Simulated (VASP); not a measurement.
# SnO in VASP: relaxing the cell with several functionals, part 1 of 2

Cell and atoms of SnO (zincblende) are relaxed with PBE, PBEsol and LDA. The results are then set beside those of Ansatz 0.2.0 from the same starts. This is a trial cell built on a prototype, not taken from a measured structure, and it needn't be the compound's ground state.

Program: VASP 6.6.1. PAW datasets, plane waves, zero pressure. These are computed values for a spin-unpolarised cell that may be hypothetical; none is a measurement.

### 1 The structure to begin with

It is cubic, F-43m (No. 216); conventional cell a = 4.427 Å, 10.84 Å³ an atom. Near Sn stand 4 O at 1.92 Å; near O stand 4 Sn at 1.92 Å.

Coordinates:

Space group F-43m (No. 216). a = 4.427 Å, b = 4.427 Å, c = 4.427 Å, α = 90.00°, β = 90.00°, γ = 90.00°
```json
{"atom": "Sn", "site": "4a", "symmetry": "-43m", "x": "0.0000", "y": "0.0000", "z": "0.0000"}
{"atom": "O", "site": "4d", "symmetry": "-43m", "x": "0.2500", "y": "0.2500", "z": "0.7500"}
```

### 2 Relaxation with PBE

INCAR reads:

```
ENCUT = 600.000000
SIGMA = 0.020000
EDIFF = 1.00e-07
EDIFFG = -5.00e-03
GGA = PE
PREC = Accurate
IBRION = 2
ISIF = 3
ISMEAR = -1
NBANDS = 17
NELM = 120
NSW = 40
LASPH = .TRUE.
LCHARG = .FALSE.
LWAVE = .FALSE.
LREAL = .FALSE.
```

KPOINTS reads:

```
KPOINTS created by Atomic Simulation Environment
0
Gamma
10 10 10
0 0 0
```

POSCAR reads:

```
Sn O
 1.0000000000000000
     0.0000000000000000    2.2133299919999998    2.2133299919999998
     2.2133299919999998    0.0000000000000000    2.2133299919999998
     2.2133299919999998    2.2133299919999998    0.0000000000000000
 Sn  O
   1   1
Cartesian
  0.0000000000000000  0.0000000000000000  0.0000000000000000
  1.1066649959999999  1.1066649959999999  1.1066649959999999
```

Potentials: the recommended PBE PAW datasets, 20 valence electrons in the neutral cell.

Started as:

```console
mpirun -np 1 vasp_std
```

The first run moved the cell so far that it was started again from its end, on a fresh basis. The second run's POSCAR:

```
Sn O
 1.0000000000000000
    -0.0000000000000000    2.7042294035431964    2.7042294035431964
     2.7042294035431964    0.0000000000000000    2.7042294035431964
     2.7042294035431964    2.7042294035431964    0.0000000000000000
 Sn  O
   1   1
Cartesian
  0.0000000000000000  0.0000000000000000  0.0000000000000000
  1.3521147017715982  1.3521147017715982  1.3521147017715982
```

The files below are the second run's.

Standard output, without the iteration lines:

```text
POSCAR found type information on POSCAR SnO
 POSCAR found :  2 types and       2 ions
 LDA part: xc-table for (Slater+PW92), standard interpolation
 POSCAR, INCAR and KPOINTS ok, starting setup
 FFT: planning ... GRIDC
 FFT: planning ... GRID_SOFT
 FFT: planning ... GRID
 WAVECAR not read
 WARNING: random wavefunctions but no delay for mixing, default for NELMDL
 entering main loop
 curvature:   0.00 expect dE= 0.000E+00 dE for cont linesearch  0.000E+00
 search vector abs. value=  0.239E-01
 bond charge predicted
 trial-energy change:   -0.010357  1 .order   -0.010878   -0.023856    0.002100
 bond charge predicted
 curvature:  -0.45 expect dE=-0.985E-07 dE for cont linesearch -0.985E-07
 trial: gam=-0.00301 g(F)=  0.650E-48 g(S)=  0.218E-06 ort = 0.720E-04 (trialstep = 0.982E+00)
 search vector abs. value=  0.102E-09
 reached required accuracy - stopping structural energy minimisation
```

OSZICAR:

```text
N       E                     dE             d eps       ncg     rms          rms(c)
DAV:   1     0.161969776234E+03    0.16197E+03   -0.11020E+04  1614   0.181E+03
DAV:   2     0.416322970296E+01   -0.15781E+03   -0.15074E+03  1766   0.398E+02
DAV:   3    -0.122113066478E+02   -0.16375E+02   -0.16276E+02  1838   0.115E+02
DAV:   4    -0.126080817572E+02   -0.39678E+00   -0.39651E+00  1997   0.191E+01
DAV:   5    -0.126183619174E+02   -0.10280E-01   -0.10279E-01  2103   0.295E+00    0.869E+00
DAV:   6    -0.107496830438E+02    0.18687E+01   -0.13856E+01  2380   0.424E+01    0.528E+00
DAV:   7    -0.104719708570E+02    0.27771E+00   -0.24573E+00  1935   0.873E+00    0.140E+00
DAV:   8    -0.104463588750E+02    0.25612E-01   -0.15060E-01  1660   0.306E+00    0.341E-01
DAV:   9    -0.104464311221E+02   -0.72247E-04   -0.88239E-03  2246   0.793E-01    0.131E-01
DAV:  10    -0.104468573998E+02   -0.42628E-03   -0.28323E-03  1993   0.461E-01    0.889E-02
DAV:  11    -0.104466629252E+02    0.19447E-03   -0.12907E-03  2419   0.258E-01    0.156E-02
DAV:  12    -0.104466640995E+02   -0.11744E-05   -0.81890E-05  1726   0.625E-02    0.650E-03
DAV:  13    -0.104466642724E+02   -0.17286E-06   -0.72863E-06  1745   0.204E-02    0.231E-03
DAV:  14    -0.104466642448E+02    0.27625E-07   -0.63276E-07  1953   0.784E-03
   1 F= -.10446664E+02 E0= -.10446471E+02  d E =-.104467E+02
       N       E                     dE             d eps       ncg     rms          rms(c)
DAV:   1    -0.108322052098E+02   -0.38554E+00   -0.69323E+00  2031   0.428E+01    0.401E+00
DAV:   2    -0.105519333374E+02    0.28027E+00   -0.17714E+00  1774   0.111E+01    0.178E+00
DAV:   3    -0.104785686730E+02    0.73365E-01   -0.36895E-01  2379   0.547E+00    0.868E-01
DAV:   4    -0.104580884243E+02    0.20480E-01   -0.65755E-02  2024   0.372E+00    0.106E-01
DAV:   5    -0.104574333910E+02    0.65503E-03   -0.32591E-03  1827   0.622E-01    0.540E-02
DAV:   6    -0.104570305159E+02    0.40288E-03   -0.47188E-04  1979   0.226E-01    0.235E-02
DAV:   7    -0.104570308101E+02   -0.29424E-06   -0.96596E-05  2357   0.786E-02    0.232E-02
DAV:   8    -0.104570203504E+02    0.10460E-04   -0.28985E-05  2011   0.333E-02    0.293E-03
DAV:   9    -0.104570207061E+02   -0.35566E-06   -0.17593E-06  1685   0.931E-03    0.166E-03
DAV:  10    -0.104570208098E+02   -0.10371E-06   -0.14137E-07  1688   0.249E-03    0.472E-04
DAV:  11    -0.104570208793E+02   -0.69473E-07   -0.30794E-08   840   0.115E-03
   2 F= -.10457021E+02 E0= -.10456707E+02  d E =-.103566E-01
       N       E                     dE             d eps       ncg     rms          rms(c)
DAV:   1    -0.104602934897E+02   -0.32727E-02   -0.55173E-02  2031   0.359E+00    0.378E-01
DAV:   2    -0.104580676430E+02    0.22258E-02   -0.17412E-02  1744   0.104E+00    0.189E-01
DAV:   3    -0.104572866780E+02    0.78097E-03   -0.36246E-03  2422   0.568E-01    0.792E-02
DAV:   4    -0.104571187132E+02    0.16796E-03   -0.54175E-04  1975   0.368E-01    0.124E-02
DAV:   5    -0.104571159557E+02    0.27575E-05   -0.31659E-05  1847   0.623E-02    0.569E-03
DAV:   6    -0.104571150772E+02    0.87852E-06   -0.35329E-06  1920   0.195E-02    0.195E-03
DAV:   7    -0.104571160086E+02   -0.93146E-06   -0.43020E-07  2056   0.658E-03    0.131E-03
DAV:   8    -0.104571156194E+02    0.38925E-06   -0.52678E-08   892   0.187E-03    0.214E-04
DAV:   9    -0.104571155767E+02    0.42658E-07   -0.16763E-08   805   0.140E-03
   3 F= -.10457116E+02 E0= -.10456820E+02  d E =-.104513E-01
```

OUTCAR, selected sections:

```text
k-points           NKPTS =     47   k-points in BZ     NKDIM =     47   number of bands    NBANDS=     17

   NELECT =      20.0000    total number of electrons

   dimension x,y,z NGX =    32 NGY =   32 NGZ =   32
   dimension x,y,z NGXF=    64 NGYF=   64 NGZF=   64

  energy-cutoff  :      600.00
  volume of cell :       41.06
      direct lattice vectors                 reciprocal lattice vectors
    -0.000000000  2.738279038  2.738279038    -0.182596439  0.182596439  0.182596439
     2.738279038 -0.000000000  2.738279038     0.182596439 -0.182596439  0.182596439
     2.738279038  2.738279038 -0.000000000     0.182596439  0.182596439 -0.182596439

 k-points in reciprocal lattice and weights: KPOINTS created by Atomic Simulation Env
   0.00000000  0.00000000  0.00000000       0.001
   0.10000000  0.00000000  0.00000000       0.008
   0.20000000  0.00000000  0.00000000       0.008
   0.30000000  0.00000000  0.00000000       0.008
   0.40000000  0.00000000  0.00000000       0.008
   0.50000000  0.00000000  0.00000000       0.004
   0.10000000  0.10000000  0.00000000       0.006
   0.20000000  0.10000000  0.00000000       0.024
[... 39 more k-points ...]

 E-fermi :   5.6681

 k-point     1 :       0.0000    0.0000    0.0000
  band No.  band energies     occupation
      1     -15.9774      2.00000
      2     -15.9774      2.00000
      3     -15.9774      2.00000
      4     -15.9393      2.00000
      5     -15.9393      2.00000
      6     -12.9607      2.00000
      7      -0.5330      2.00000
      8       2.2454      2.00000
      9       2.2454      2.00000
     10       2.2454      2.00000
     11      10.1187      0.00000
     12      10.1187      0.00000
     13      10.1187      0.00000
     14      14.5647      0.00000
     15      17.1203      0.00000
     16      17.1203      0.00000
     17      17.1203      0.00000

 k-point     2 :       0.1000    0.0000    0.0000
  band No.  band energies     occupation
      1     -15.9875      2.00000
      2     -15.9747      2.00000
      3     -15.9747      2.00000
      4     -15.9392      2.00000
      5     -15.9392      2.00000
      6     -12.9112      2.00000
      7      -0.7112      2.00000
      8       2.2028      2.00000
      9       2.2028      2.00000
     10       2.4133      2.00000
     11       9.5476      0.00000
     12      10.1666      0.00000
     13      10.1666      0.00000
     14      15.1632      0.00000
     15      16.6371      0.00000
     16      16.6976      0.00000
     17      16.6976      0.00000

 k-point     3 :       0.2000    0.0000    0.0000
  band No.  band energies     occupation
      1     -16.0137      2.00000
      2     -15.9693      2.00000
      3     -15.9693      2.00000
      4     -15.9373      2.00000
      5     -15.9373      2.00000
      6     -12.7788      2.00000
      7      -1.1245      2.00000
      8       2.0951      2.00000
      9       2.0951      2.00000
     10       2.7775      2.00000
     11       8.5786      0.00000
     12      10.2577      0.00000
     13      10.2577      0.00000
     14      15.0503      0.00000
     15      16.2652      0.00000
     16      16.2652      0.00000
     17      17.4484      0.00000

 k-point     4 :       0.3000    0.0000    0.0000
  band No.  band energies     occupation
      1     -16.0452      2.00000
      2     -15.9664      2.00000
      3     -15.9664      2.00000
      4     -15.9311      2.00000
      5     -15.9311      2.00000
      6     -12.6083      2.00000
      7      -1.5798      2.00000
      8       1.9688      2.00000
      9       1.9688      2.00000
     10       3.1156      2.00000
     11       7.8582      0.00000
     12      10.3005      0.00000
     13      10.3005      0.00000
     14      14.5304      0.00000
     15      16.2323      0.00000
     16      16.2323      0.00000
     17      18.4235      0.00000

[... the tables of k-points 5 to 47 left out ...]

  Total        0.0017340      0.0017340      0.0017340     -0.0000000     -0.0000000      0.0000000
  in kB        0.0676550      0.0676550      0.0676550     -0.0000000     -0.0000000      0.0000000
  external PRESSURE =       0.0676550 kB  Pullay stress =       0.0000000 kB

 POSITION                                       TOTAL-FORCE (eV/Angst)
 -----------------------------------------------------------------------------------
      0.00000      0.00000     -0.00000        -0.000000     -0.000000     -0.000000
      1.36914      1.36914      1.36914         0.000000      0.000000      0.000000
 -----------------------------------------------------------------------------------
    total drift:                               -0.000000     -0.000000     -0.000000

  FREE ENERGIE OF THE ION-ELECTRON SYSTEM (eV)
  ---------------------------------------------------
  free  energy   TOTEN  =       -10.4571155767 eV

  energy  without entropy=      -10.4565240374  energy(sigma->0) =      -10.45681981
```

CONTCAR

```
Sn O
   1.00000000000000
    -0.0000000000000000    2.7382790378475215    2.7382790378475215
     2.7382790378475215   -0.0000000000000000    2.7382790378475215
     2.7382790378475215    2.7382790378475215   -0.0000000000000000
  Sn              O
     1     1
Direct
     0.0000000000000000    0.0000000000000000    0.0000000000000000
     0.2500000000000000    0.2500000000000000    0.2500000000000000

  0.00000000E+00  0.00000000E+00  0.00000000E+00
  0.00000000E+00  0.00000000E+00  0.00000000E+00
```

Hardware: 1 MPI rank of Intel Xeon 6975P-C, shared host.

The steps:

| step | energy change (meV/atom) | largest force (eV/Å) | pressure (GPa) | volume (Å³/atom) |
| --- | --- | --- | --- | --- |
| 1 | 0.0 | 0.0000 | 2.33 | 19.776 |
| 2 | -5.2 | 0.0000 | -0.20 | 20.609 |
| 3 | -5.2 | 0.0000 | 0.01 | 20.532 |

|  | before | after | change |
| --- | --- | --- | --- |
| a (Å) | 4.427 | 5.477 | +23.72 % |
| volume (Å³/atom) | 10.843 | 20.532 | +89.36 % |
| shortest distance (Å) | 1.917 | 2.371 | +23.72 % |
| space group | F-43m | F-43m | same |

### 3 Relaxing with PBEsol

This run has another start. The cell comes from an earlier relaxation with PBE in another program.

Changes to INCAR since step 2:

```diff
@@ -4,3 +4,3 @@
 EDIFFG = -5.00e-03
-GGA = PE
+GGA = PS
 PREC = Accurate
```

KPOINTS reads:

```
KPOINTS created by Atomic Simulation Environment
0
Gamma
8 8 8
0 0 0
```

POSCAR reads:

```
Sn O
 1.0000000000000000
    -0.0000000000000000    2.7385992836239024    2.7385992836239024
     2.7385992836239024    0.0000000000000000    2.7385992836239024
     2.7385992836239024    2.7385992836239024    0.0000000000000000
 Sn  O
   1   1
Cartesian
  0.0000000000000000  0.0000000000000000  0.0000000000000000
  1.3692996418119512  1.3692996418119512  1.3692996418119512
```

Started as:

```console
mpirun -np 1 vasp_std
```

The first run moved the cell so far that it was started again from its end, on a fresh basis. The second run's POSCAR:

```
Sn O
 1.0000000000000000
     0.0000000000000000    2.6874316243749141    2.6874316243749141
     2.6874316243749141   -0.0000000000000000    2.6874316243749141
     2.6874316243749141    2.6874316243749141    0.0000000000000000
 Sn  O
   1   1
Cartesian
  0.0000000000000000  0.0000000000000000  0.0000000000000000
  1.3437158121874571  1.3437158121874571  1.3437158121874571
```

The files below are the second run's.

Standard output, without the iteration lines:

```text
POSCAR found type information on POSCAR SnO
 POSCAR found :  2 types and       2 ions
 -----------------------------------------------------------------------------
|                                                                             |
|                                                                             |
|     You enforced a specific xc type in the INCAR file but a different       |
|     I HOPE YOU KNOW WHAT YOU ARE DOING!                                     |
|                                                                             |
 -----------------------------------------------------------------------------

 LDA part: xc-table for (Slater+PW92), standard interpolation
 POSCAR, INCAR and KPOINTS ok, starting setup
 FFT: planning ... GRIDC
 FFT: planning ... GRID_SOFT
 FFT: planning ... GRID
 WAVECAR not read
 WARNING: random wavefunctions but no delay for mixing, default for NELMDL
 entering main loop
 curvature:   0.00 expect dE= 0.000E+00 dE for cont linesearch  0.000E+00
 search vector abs. value=  0.662E-06
 reached required accuracy - stopping structural energy minimisation
```

OSZICAR:

```text
N       E                     dE             d eps       ncg     rms          rms(c)
DAV:   1     0.159146535339E+03    0.15915E+03   -0.11185E+04  1004   0.179E+03
DAV:   2     0.402724078279E+01   -0.15512E+03   -0.14709E+03  1082   0.403E+02
DAV:   3    -0.125810214740E+02   -0.16608E+02   -0.16494E+02  1097   0.116E+02
DAV:   4    -0.129700414410E+02   -0.38902E+00   -0.38864E+00  1231   0.187E+01
DAV:   5    -0.129799373015E+02   -0.98959E-02   -0.98951E-02  1344   0.289E+00    0.800E+00
DAV:   6    -0.114067488658E+02    0.15732E+01   -0.12224E+01  1476   0.405E+01    0.507E+00
DAV:   7    -0.111415213573E+02    0.26523E+00   -0.21517E+00  1268   0.829E+00    0.136E+00
DAV:   8    -0.111116072816E+02    0.29914E-01   -0.14941E-01  1032   0.310E+00    0.285E-01
DAV:   9    -0.111119377964E+02   -0.33051E-03   -0.61786E-03  1244   0.649E-01    0.125E-01
DAV:  10    -0.111120475145E+02   -0.10972E-03   -0.83157E-04  1190   0.290E-01    0.383E-02
DAV:  11    -0.111120086509E+02    0.38864E-04   -0.31227E-04  1506   0.142E-01    0.127E-02
DAV:  12    -0.111120067231E+02    0.19278E-05   -0.35650E-05  1332   0.375E-02    0.411E-03
DAV:  13    -0.111120067084E+02    0.14648E-07   -0.23714E-06  1082   0.167E-02    0.109E-03
DAV:  14    -0.111120068381E+02   -0.12965E-06   -0.45371E-07  1133   0.578E-03    0.158E-03
DAV:  15    -0.111120067812E+02    0.56922E-07   -0.12069E-07   579   0.234E-03
   1 F= -.11112007E+02 E0= -.11111364E+02  d E =-.111120E+02
```

OUTCAR, selected sections:

```text
k-points           NKPTS =     29   k-points in BZ     NKDIM =     29   number of bands    NBANDS=     17

   NELECT =      20.0000    total number of electrons

   dimension x,y,z NGX =    30 NGY =   30 NGZ =   30
   dimension x,y,z NGXF=    60 NGYF=   60 NGZF=   60

  energy-cutoff  :      600.00
  volume of cell :       38.82
      direct lattice vectors                 reciprocal lattice vectors
     0.000000000  2.687431624  2.687431624    -0.186051245  0.186051245  0.186051245
     2.687431624  0.000000000  2.687431624     0.186051245 -0.186051245  0.186051245
     2.687431624  2.687431624  0.000000000     0.186051245  0.186051245 -0.186051245

 k-points in reciprocal lattice and weights: KPOINTS created by Atomic Simulation Env
   0.00000000  0.00000000  0.00000000       0.002
   0.12500000  0.00000000  0.00000000       0.016
   0.25000000  0.00000000  0.00000000       0.016
   0.37500000  0.00000000  0.00000000       0.016
   0.50000000  0.00000000  0.00000000       0.008
   0.12500000  0.12500000  0.00000000       0.012
   0.25000000  0.12500000  0.00000000       0.047
   0.37500000  0.12500000  0.00000000       0.047
[... 21 more k-points ...]

 E-fermi :   6.2187

 k-point     1 :       0.0000    0.0000    0.0000
  band No.  band energies     occupation
      1     -15.4488      2.00000
      2     -15.4488      2.00000
      3     -15.4488      2.00000
      4     -15.3934      2.00000
      5     -15.3934      2.00000
      6     -12.8714      2.00000
      7      -0.1198      2.00000
      8       2.4075      2.00000
      9       2.4075      2.00000
     10       2.4075      2.00000
     11      10.7253      0.00000
     12      10.7253      0.00000
     13      10.7253      0.00000
     14      15.3073      0.00000
     15      17.6707      0.00000
     16      17.6707      0.00000
     17      17.6707      0.00000

 k-point     2 :       0.1250    0.0000    0.0000
  band No.  band energies     occupation
      1     -15.4729      2.00000
      2     -15.4437      2.00000
      3     -15.4437      2.00000
      4     -15.3931      2.00000
      5     -15.3931      2.00000
      6     -12.7759      2.00000
      7      -0.4602      2.00000
      8       2.3375      2.00000
      9       2.3375      2.00000
     10       2.7209      2.00000
     11       9.8575      0.00000
     12      10.8032      0.00000
     13      10.8032      0.00000
     14      15.9793      0.00000
     15      17.0858      0.00000
     16      17.0858      0.00000
     17      17.2446      0.00000

 k-point     3 :       0.2500    0.0000    0.0000
  band No.  band energies     occupation
      1     -15.5281      2.00000
      2     -15.4352      2.00000
      3     -15.4352      2.00000
      4     -15.3885      2.00000
      5     -15.3885      2.00000
      6     -12.5379      2.00000
      7      -1.1394      2.00000
      8       2.1766      2.00000
      9       2.1766      2.00000
     10       3.2867      2.00000
     11       8.6524      0.00000
     12      10.9063      0.00000
     13      10.9063      0.00000
     14      15.2768      0.00000
     15      16.7274      0.00000
     16      16.7274      0.00000
     17      18.8912      0.00000

 k-point     4 :       0.3750    0.0000    0.0000
  band No.  band energies     occupation
      1     -15.5798      2.00000
      2     -15.4327      2.00000
      3     -15.4327      2.00000
      4     -15.3777      2.00000
      5     -15.3777      2.00000
      6     -12.2863      2.00000
      7      -1.7395      2.00000
      8       2.0261      2.00000
      9       2.0261      2.00000
     10       3.6769      2.00000
     11       7.9953      0.00000
     12      10.8930      0.00000
     13      10.8930      0.00000
     14      14.8016      0.00000
     15      17.0004      0.00000
     16      17.0004      0.00000
     17      19.1738      0.00000

[... the tables of k-points 5 to 29 left out ...]

  Total        0.0030234      0.0030234      0.0030234      0.0000000     -0.0000000      0.0000000
  in kB        0.1247866      0.1247866      0.1247866      0.0000000     -0.0000000      0.0000000
  external PRESSURE =       0.1247866 kB  Pullay stress =       0.0000000 kB

 POSITION                                       TOTAL-FORCE (eV/Angst)
 -----------------------------------------------------------------------------------
      0.00000      0.00000      0.00000         0.000000      0.000000      0.000000
      1.34372      1.34372      1.34372        -0.000000     -0.000000     -0.000000
 -----------------------------------------------------------------------------------
    total drift:                                0.000000      0.000000      0.000000

  FREE ENERGIE OF THE ION-ELECTRON SYSTEM (eV)
  ---------------------------------------------------
  free  energy   TOTEN  =       -11.1120067812 eV

  energy  without entropy=      -11.1107207930  energy(sigma->0) =      -11.11136379
```

CONTCAR

```
Sn O
   1.00000000000000
     0.0000000000000000    2.6874316243749141    2.6874316243749141
     2.6874316243749141    0.0000000000000000    2.6874316243749141
     2.6874316243749141    2.6874316243749141    0.0000000000000000
  Sn              O
     1     1
Direct
     0.0000000000000000    0.0000000000000000    0.0000000000000000
     0.2500000000000000    0.2500000000000000    0.2500000000000000

  0.00000000E+00  0.00000000E+00  0.00000000E+00
  0.00000000E+00  0.00000000E+00  0.00000000E+00
```

Hardware: 1 MPI rank of Intel Xeon 6975P-C, shared host.

|  | before | after | change |
| --- | --- | --- | --- |
| a (Å) | 5.477 | 5.375 | -1.87 % |
| volume (Å³/atom) | 20.539 | 19.409 | -5.50 % |
| shortest distance (Å) | 2.372 | 2.327 | -1.87 % |
| space group | F-43m | F-43m | same |

(Continued in part 2 of 2.)
